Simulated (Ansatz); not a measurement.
**MoS2 monolayer (2H): modes against uniaxial strain along a, the zigzag direction, with the width clamped**

Aim: how do the optical modes of MoS2 monolayer (2H) shift and split under this strain?

Method: DFT PBEsol, scalar-relativistic, plane waves, PAW; PAW set soft_1, in Ansatz 0.2.0.

This is a report of a sequence of runs, with most program output left out.

## Step 1: Starting point

The cell holds 3 atoms: 1 Mo and 2 S. Cell: a = 3.170 Å, b = 3.170 Å, c = 30.000 Å, α = 90.0°, β = 90.0°, γ = 120.0°. Vacuum lies along c. The height across the vacuum is the one that the program set for its solve, not the one typed.

## Step 2: Bringing the structure to rest

The cell and atoms are relaxed, since residual forces and stress would shift the frequencies. The program lengthens the typed cell of 20.0 Å along the normal to 30.0 Å, as its cut-off of the electrostatics needs, and moves no atom.

Contents of input.yaml:

```yaml
crystal:
  lattice:
    - [3.17, 0.0, 0.0]
    - [-1.585, 2.7453, 0.0]
    - [0.0, 0.0, 20.0]
  atoms:
    - { symbol: Mo, position: [0.333333, 0.666667, 0.5] }
    - { symbol: S, position: [0.666667, 0.333333, 0.5775] }
    - { symbol: S, position: [0.666667, 0.333333, 0.4225] }
  periodic: [true, true, false]
kpoints:
  mp_grid: { grid: [12, 12, 1] }
hamiltonian:
  xc: pbesol
  pseudopotentials: { kind: paw, azcp: { folder: soft_1 }, xc_functional: pbe }
scf:
  occupations: { method: gaussian, width: 0.02 }
output:
  forces: true
  stress: true
  eigenvalues: true
relax:
  adjacent_minimum: "off"
  f_tol: 0.005
  max_steps: 80
  cell: { stress_2d_tol: 0.02 }
```

The run is started by

```sh
> ansatz run input.yaml --threads 4 --pin off --max-ram 16384MiB --backend cpu --events-out ev --progress --plain --runs-dir out
```

Elapsed: 11 s, on 4 threads of Intel Xeon Platinum 8488C (Sapphire Rapids), shared host; peak memory 0.59 GiB; 41 s of CPU time.

Step by step:

```tsv
step	energy less that of the first step (eV)	largest force component (eV/Å)	volume (Å³)
1	0.0000	0.0318	261.08
2	-0.0064	0.1264	254.53
3	-0.0082	0.0326	256.23
4	-0.0082	0.0001	256.26
5*	-0.0080	0.0000	256.26
```

Relaxation steps marked * repeat the geometry before them on a plane-wave basis chosen anew for their cell, so energy and pressure can jump there.

Forces are held to the 12 operations that the run works with; a distortion that breaks them can't arise in this run.

```tsv
cell as run	before	after	change
a (Å)	3.170	3.141	-0.9 %
b (Å)	3.170	3.141	-0.9 %
```

The relaxed structure:

```xyz
3
Lattice="3.1406 0.0000 0.0000 -1.5703 2.7198 0.0000 0.0000 0.0000 30.0000" Properties=species:S:1:pos:R:3
Mo    0.0000    1.8132   10.0000
S     1.5703    0.9066   11.5584
S     1.5703    0.9066    8.4416
```

Numbers from this step:

```
gap on the k-mesh : 1.806 eV
area per atom     : 2.847 Å²
```

The relaxation ends with a largest force component of 1.5e-5 eV/Å.

## Step 3: Tight relaxation

Phonons need small forces and stress, so the relaxation is finished with tight tolerances on 12×12×1 k points.

Contents of input.yaml:

```yaml
crystal:
  lattice:
    - [3.1406000642, 0.0, 0.0]
    - [-1.5703000321, 2.7198394387, 0.0]
    - [0.0, 0.0, 30.0]
  atoms:
    - { symbol: Mo, position: [0.3333333333, 0.6666666667, 0.3333333333] }
    - { symbol: S, position: [0.6666666667, 0.3333333333, 0.3852806923] }
    - { symbol: S, position: [0.6666666667, 0.3333333333, 0.2813859744] }
  periodic: [true, true, false]
kpoints:
  mp_grid: { grid: [12, 12, 1] }
hamiltonian:
  xc: pbesol
  pseudopotentials: { kind: paw, azcp: { folder: soft_1 }, xc_functional: pbe }
scf:
  occupations: { method: fixed }
output:
  forces: true
  stress: true
  eigenvalues: true
  write_density: true
  write_potential: true
  elf: true
  volumetric_format: npy
relax:
  adjacent_minimum: "off"
  f_tol: 0.001
  max_steps: 60
  cell: { stress_2d_tol: 0.002 }
```

The job ended after 6.2 s (4 threads; peak memory 0.61 GiB).

Little changed from the start: no atom moved by 0.005 Å and no cell edge by 0.1 %.

ELF in the ac plane at fractional y = 0.333, with atoms of S within 0.2 Å of it. It is the smooth field of the valence electrons, not physical close to the nuclei.

Ten even steps from '0' (0.00) to '9' (0.84), each cell a mean:
```
0000000000000000
0000000000000000
0000000000000000
0000000000000000
0000000000000000
0000000000000000
0000000000000000
0000000000000000
0000000000000000
0000000000000000
0000000000000000
0000000000000000
0000000001111000
2000024689999875
8411379986445899
3322334555555654
4322245676555666
7411369997656899
2000013577888764
0000000000000000
0000000000000000
0000000000000000
0000000000000000
0000000000000000
```
Columns run along a (3.1 Å), rows up along c (30.0 Å). Atoms in or near the plane, at fractional coordinates: S at (0.67, 0.39), S at (0.67, 0.28).

Electrostatic potential energy in the ac plane at fractional y = 0.333, with atoms of S within 0.2 Å of it. With pseudopotentials it is smooth inside the atoms' cores, unlike the true potential.

Values in eV, 24 rows by 16 columns, each cell a mean:
```
  0   0   0   0   0   0   0   0   0   0   0   0   0   0   0   0
  0   0   0   0   0   0   0   0   0   0   0   0   0   0   0   0
  0   0   0   0   0   0   0   0   0   0   0   0   0   0   0   0
  0   0   0   0   0   0   0   0   0   0   0   0   0   0   0   0
  0   0   0   0   0   0   0   0   0   0   0   0   0   0   0   0
  0   0   0   0   0   0   0   0   0   0   0   0   0   0   0   0
  0   0   0   0   0   0   0   0   0   0   0   0   0   0   0   0
  0   0   0   0   0   0   0   0   0   0   0   0   0   0   0   0
  0   0   0   0   0   0   0   0   0   0   0   0   0   0   0   0
  0   0   0   0   0   0   0   0   0   0   0   0   0   0   0   0
  0   0   0   0   0   0   0   0   0   0   0   0   0   0   0   0
  0   0   0   0   0   0   0   0   0   0   0   0   0   0   0   0
  0   0   0   0   0   0   0   0   0   0   0   0   0   0   0   0
 -1  -1   0   0  -1  -1  -1  -1  -2  -3  -3  -3  -3  -2  -2  -1
 -7  -4  -3  -3  -3  -6 -11 -23 -32 -34 -35 -34 -34 -32 -27 -14
-12 -14 -17 -17 -16 -13 -11 -11 -13 -15 -16 -17 -16 -14 -11 -10
-10 -12 -13 -13 -12 -11 -11 -14 -18 -20 -21 -22 -21 -19 -15 -11
 -6  -3  -2  -2  -3  -5  -9 -20 -27 -29 -31 -31 -30 -28 -23 -12
  0   0   0   0   0   0  -1  -1  -1  -1  -1  -1  -1  -1  -1  -1
  0   0   0   0   0   0   0   0   0   0   0   0   0   0   0   0
  0   0   0   0   0   0   0   0   0   0   0   0   0   0   0   0
  0   0   0   0   0   0   0   0   0   0   0   0   0   0   0   0
  0   0   0   0   0   0   0   0   0   0   0   0   0   0   0   0
  0   0   0   0   0   0   0   0   0   0   0   0   0   0   0   0
```
Columns run along a (3.1 Å; values clipped at the 3rd and 97th percentile), rows up along c (30.0 Å). Atoms in or near the plane, at fractional coordinates: S at (0.67, 0.39), S at (0.67, 0.28).

Valence density in the ac plane at fractional y = 0.333, with atoms of S within 0.2 Å of it. It is the smooth field of the valence electrons, not physical close to the nuclei.

Ten even steps from '_' (0.0 e/Å³) to '@' (1.0 e/Å³), each cell a mean:
```
________________________________
________________________________
________________________________
________________________________
________________________________
________________________________
________________________________
________________________________
________________________________
________________________________
________________________________
________________________________
________________________________
________________............____
--::......::==##@@@@####%%@@%%++
====++++++====++++********++++==
==============**####****####**++
::........::==**%%%%####%%%%##++
________________________________
________________________________
________________________________
________________________________
________________________________
________________________________
```
Columns run along a (3.1 Å), rows up along c (30.0 Å). Atoms in or near the plane, at fractional coordinates: S at (0.67, 0.39), S at (0.67, 0.28).

The largest force component left is 0.015 meV/Å, within the tolerances set.

## Step 4: Modes at rest

Phonons follow from the second derivative of the energy, found here by linear response.

The modes at rest are the reference of the series.

Changes to input.yaml since step 3:

```diff
@@ -18,13 +18,4 @@
 output:
-  forces: true
-  stress: true
   eigenvalues: true
-  write_density: true
-  write_potential: true
-  elf: true
-  volumetric_format: npy
-relax:
-  adjacent_minimum: "off"
-  f_tol: 0.001
-  max_steps: 60
-  cell: { stress_2d_tol: 0.002 }
+phonons:
+  method: dfpt
```

Wall time 22 s (4 threads); peak memory 1.1 GiB.

Numbers from this step:

```yaml
sum_rule_residual_before_enforcement: 3.99e-5 eV/Å²
point_group: -6m2
highest_optical_mode_at_the_zone_centre_no_lo_to_term: 472.2 cm⁻¹
lowest_optical_zone_centre_mode: 285.7 cm⁻¹
```

Without the LO-TO term. Patterns of degenerate modes are one choice out of their space. Modes at Γ, with each element's share of the kinetic energy:

```tsv
mode	frequency (cm⁻¹)	symmetry	Mo %	S %
1	0.0	acoustic	60	40
2	0.0	acoustic	60	40
3	0.0	acoustic	60	40
4	285.7	E''	0	100
5	285.7	E''	0	100
6	386.5	E'	40	60
7	386.5	E'	40	60
8	406.7	A1'	0	100
9	472.2	A2''	40	60
```

Displacements in mode 4 (285.7 cm⁻¹), the largest set to 1:
```
Mo1  0.00  0.00  0.00
S2  -0.05  1.00  0.00
S3   0.05 -1.00  0.00
```

Displacements in mode 7 (386.5 cm⁻¹), the largest set to 1:
```
Mo1  0.00  0.67  0.00
S2   0.00 -1.00  0.00
S3   0.00 -1.00  0.00
```

Before it was imposed, the acoustic sum rule was missed by 4.0e-5 eV/Å². Small misses are needed for a sound result but don't prove that mesh and cutoff are converged. The lowest optical mode is real, 286 cm⁻¹.

## Step 5: A member of the series: uniaxial strain of +5 % along a, the zigzag direction, with the width clamped

The cell takes a uniaxial strain of +5 % along a, the zigzag direction, with the width clamped. The cell is held, and the atoms relax in it.

input.yaml, the sections that differ from step 4:

```yaml
crystal:
  lattice:
    - [3.2976300672, 0.0, 0.0]
    - [-1.6488150336, 2.7198394387, 0.0]
    - [0.0, 0.0, 30.0]
  atoms:
    - { symbol: Mo, position: [0.3317310188, 0.6634620376, 0.3333333333] }
    - { symbol: S, position: [0.667467824, 0.3349356479, 0.3845641649] }
    - { symbol: S, position: [0.667467824, 0.3349356479, 0.2821025018] }
  periodic: [true, true, false]
output:
  forces: true
  stress: true
  eigenvalues: true
relax:
  adjacent_minimum: "off"
  f_tol: 0.001
  max_steps: 60
# kpoints, hamiltonian, scf: as in step 4
# phonons: removed
```

Elapsed: 18 s, on 4 threads; peak memory 0.7 GiB.

Relaxation path:

```tsv
step	energy less that of the first step (eV)	largest force component (eV/Å)
1	0.0000	0.0978
2	-0.0005	0.0521
3	-0.0006	0.0039
4	-0.0006	0.0016
5	-0.0006	0.0000
```

Forces are held to the 4 operations that the run works with; a distortion that breaks them can't arise in this run.

Final coordinates:

```xyz
3
Lattice="3.2976 0.0000 0.0000 -1.6488 2.7198 0.0000 0.0000 0.0000 30.0000" Properties=species:S:1:pos:R:3
Mo    0.0000    1.8023   10.0000
S     1.6488    0.9121   11.5317
S     1.6488    0.9121    8.4683
```

Numbers from this step:

| Property | Result |
| --- | --- |
| gap on the k-mesh | 1.283 eV |
| area per atom | 2.99 Å² |

The largest force component left is 0.0058 meV/Å.

## Step 6: Zone-centre modes of the member: uniaxial strain of +5 % along a, the zigzag direction, with the width clamped

The zone-centre modes follow for uniaxial strain of +5 % along a, the zigzag direction, with the width clamped.

input.yaml, the sections that differ from step 5:

```yaml
crystal:
  lattice:
    - [3.2976300672, 0.0, 0.0]
    - [-1.6488150336, 2.7198394387, 0.0]
    - [0.0, 0.0, 30.0]
  atoms:
    - { symbol: Mo, position: [0.3313277273, 0.6626554546, 0.3333333333] }
    - { symbol: S, position: [0.6676694697, 0.3353389394, 0.3843885602] }
    - { symbol: S, position: [0.6676694697, 0.3353389394, 0.2822781065] }
  periodic: [true, true, false]
output:
  eigenvalues: true
phonons:
  method: dfpt
# kpoints, hamiltonian, scf: as in step 5
# relax: removed
```

Run time: 26 s. Hardware: 4 threads; peak memory 1.1 GiB.

This step gave:

```
sum-rule residual before enforcement                    : 3.81e-4 eV/Å²
point group                                             : mm2
highest optical mode at the zone centre (no LO-TO term) : 460.1 cm⁻¹
lowest optical zone-centre mode                         : 275.3 cm⁻¹
```

Without the LO-TO term. Patterns of degenerate modes are one choice out of their space. The modes at Γ (shares of kinetic energy by element, %):

```tsv
mode	frequency (cm⁻¹)	symmetry	Mo %	S %
1	0.0	acoustic	60	40
2	0.0	acoustic	60	40
3	0.0	acoustic	60	40
4	275.3	A2	0	100
5	280.5	B1	0	100
6	367.1	B2	40	60
7	376.6	A1	35	65
8	406.1	A1	5	95
9	460.1	B1	40	60
```

The lowest optical mode is real, 275 cm⁻¹, and the highest lies at 460.1 cm⁻¹.

For the highest optical mode at the zone centre (no LO-TO term), step 4 gave 472 cm⁻¹; this run, with strain 5 %, gives 460 cm⁻¹ (-3 %).

## Step 7: Relaxation of a member: uniaxial strain of -3 % along a, the zigzag direction, with the width clamped

The cell takes a uniaxial strain of -3 % along a, the zigzag direction, with the width clamped. The cell is held, and the atoms relax in it.

input.yaml, the sections that differ from step 6:

```yaml
crystal:
  lattice:
    - [3.0463820623, 0.0, 0.0]
    - [-1.5231910312, 2.7198394387, 0.0]
    - [0.0, 0.0, 30.0]
  atoms:
    - { symbol: Mo, position: [0.3341314471, 0.6682628943, 0.3333333333] }
    - { symbol: S, position: [0.6662676098, 0.3325352195, 0.3856471154] }
    - { symbol: S, position: [0.6662676098, 0.3325352195, 0.2810195512] }
  periodic: [true, true, false]
output:
  forces: true
  stress: true
  eigenvalues: true
relax:
  adjacent_minimum: "off"
  f_tol: 0.001
  max_steps: 60
# kpoints, hamiltonian, scf: as in step 6
# phonons: removed
```

Run time: 14 s. Hardware: 4 threads; peak memory 0.65 GiB; 55 s of CPU time.

Relaxation path:

```tsv
step	energy less that of the first step (eV)	largest force component (eV/Å)
1	0.0000	0.1118
2	-0.0007	0.0348
3	-0.0007	0.0024
4	-0.0007	0.0000
```

Forces are held to the 4 operations that the run works with; a distortion that breaks them can't arise in this run.

The relaxed structure:

```
Mo S
1.0
     3.04638    0.00000    0.00000
    -1.52319    2.71984    0.00000
     0.00000    0.00000   30.00000
Mo S
1 2
Direct
  0.33453 0.66906 0.33333
  0.66607 0.33214 0.38583
  0.66607 0.33214 0.28083
```

Numbers from this step:

```yaml
gap_on_the_k_mesh: 1.847 eV
area_per_atom: 2.762 Å²
```

The largest force component left is 0.011 meV/Å.

## Step 8: Modes of this member: uniaxial strain of -3 % along a, the zigzag direction, with the width clamped

The zone-centre modes follow for uniaxial strain of -3 % along a, the zigzag direction, with the width clamped.

input.yaml, the sections that differ from step 7:

```yaml
crystal:
  lattice:
    - [3.0463820623, 0.0, 0.0]
    - [-1.5231910312, 2.7198394387, 0.0]
    - [0.0, 0.0, 30.0]
  atoms:
    - { symbol: Mo, position: [0.3345300928, 0.6690601857, 0.3333333333] }
    - { symbol: S, position: [0.6660682869, 0.3321365738, 0.3858323734] }
    - { symbol: S, position: [0.6660682869, 0.3321365738, 0.2808342933] }
  periodic: [true, true, false]
output:
  eigenvalues: true
phonons:
  method: dfpt
# kpoints, hamiltonian, scf: as in step 7
# relax: removed
```

Elapsed: 27 s, on 4 threads; peak memory 1.1 GiB.

Numbers from this step:

- sum-rule residual before enforcement: 1.40e-4 eV/Å²
- highest optical mode at the zone centre (no LO-TO term): 478.1 cm⁻¹
- lowest optical zone-centre mode: 286.7 cm⁻¹

Without the LO-TO term. Patterns of degenerate modes are one choice out of their space. Modes at Γ, with each element's share of the kinetic energy:

```tsv
mode	frequency (cm⁻¹)	symmetry	Mo %	S %
1	0.0	acoustic	60	40
2	0.0	acoustic	60	40
3	0.0	acoustic	60	40
4	286.7	B1	0	100
5	291.1	A2	0	100
6	387.5	A1	37	63
7	395.9	B2	40	60
8	410.1	A1	3	97
9	478.1	B1	40	60
```

The lowest optical mode is real, 287 cm⁻¹, and the highest lies at 478.1 cm⁻¹.

## Step 9: All members side by side

The members are set side by side, also those not shown above.

Energies are extrapolated to zero smearing, and E0 is that at rest; the cell is clamped and the atoms are relaxed. State of the crystal along the series:

```tsv
strain (%)	E - E0 (meV/atom)	gap on mesh (eV)
-3	12.26	1.847
-2	5.298	1.886
-1	1.288	1.868
0	0	1.806
1	1.221	1.746
2	4.762	1.628
3	10.44	1.509
4	18.1	1.394
5	27.58	1.283
```

Optical modes are counted from below at rest and tracked from member to member by their patterns, and modes that stay within 0.3 cm⁻¹ of each other stand once; labels, where given, are those at rest, then, where named, those of the strained cell; the cell is clamped and the atoms are relaxed. Optical modes along the series:

```tsv
strain (%)	optical mode 1 E'' to A2 single part (cm⁻¹)	optical mode 2 E'' single part (cm⁻¹)	optical mode 3 E' single part (cm⁻¹)	optical mode 4 E' to A1 single part (cm⁻¹)	optical mode 5 A1' to A1 (cm⁻¹)	optical mode 6 A2'' (cm⁻¹)
-3	291.1	286.7	395.9	387.5	410.1	478.1
-2	289.4	286.6	393	387.6	408.8	476.3
-1	287.6	286.2	389.9	387.3	407.6	474.3
0	285.7	285.7	386.5	386.5	406.7	472.2
1	283.8	285.1	383	385.3	406.1	470
2	281.8	284.2	379.3	383.6	405.8	467.7
3	279.7	283.1	375.4	381.6	405.8	465.3
4	277.5	281.9	371.3	379.2	405.9	462.7
5	275.3	280.5	367.1	376.6	406.1	460.1
```

Value and slope at zero strain of a cubic (a lower polynomial where under five rows exist) through the rows within 2 % of rest. Slopes at rest:

```tsv
mode	frequency (cm⁻¹)	shift per percent of strain (cm⁻¹)
optical mode 1 E'' to A2 single part	285.7	-1.91
optical mode 2 E'' single part	285.7	-0.58
optical mode 3 E' single part	386.5	-3.44
optical mode 4 E' to A1 single part	386.5	-0.99
optical mode 5 A1' to A1	406.7	-0.72
optical mode 6 A2''	472.2	-2.15
```

## Step 10: Outcome

| Item | Value |
| --- | --- |
| members | 9 |
| highest optical mode at the zone centre (no LO-TO term), at rest | 472.2 cm⁻¹ |
| optical mode 3 E' single part, shift per percent | -3.44 cm⁻¹ |
| optical mode 4 E' to A1 single part, shift per percent | -0.99 cm⁻¹ |
| optical mode 5 A1' to A1, shift per percent | -0.72 cm⁻¹ |
| optical mode 6 A2'', shift per percent | -2.15 cm⁻¹ |

**Reading.** The strain lowers the symmetry: the level at 386.5 cm⁻¹ splits, into 367.1 and 376.6 cm⁻¹ at +5 %. Within 2 % of rest optical mode 2 E'' single part, optical mode 4 E' to A1 single part and optical mode 5 A1' to A1 bend away from a straight line, so a single slope holds only near rest. The fastest shift in the table of slopes is -3.4 cm⁻¹ for each percent (optical mode 3 E' single part). The width is clamped, so the contraction across the strain that a free sheet shows is left out. These are harmonic frequencies at zero temperature: anharmonic shifts, linewidths and thermal expansion are left out. The starting cell was built on a prototype and not taken from a measurement. The PAW files were made for PBE; the program adapts parts of them to the functional of the run, but their partial waves stay those of PBE, an approximation that was not tested in this session. Only the zone centre was solved, so an instability at another wavevector cannot show here. In a sheet the LO-TO splitting vanishes at the zone centre, so no such term is missing here.

[Logs are printed without paths, hosts, clocks, repeated set-up lines and the standing remarks that a program may print on its own settings, such as how far it seeks lower states.]

[Hosts, paths, dates, database ids (printed as entryN), source tags and the programs' standing remarks are cut or masked in the printed files.]
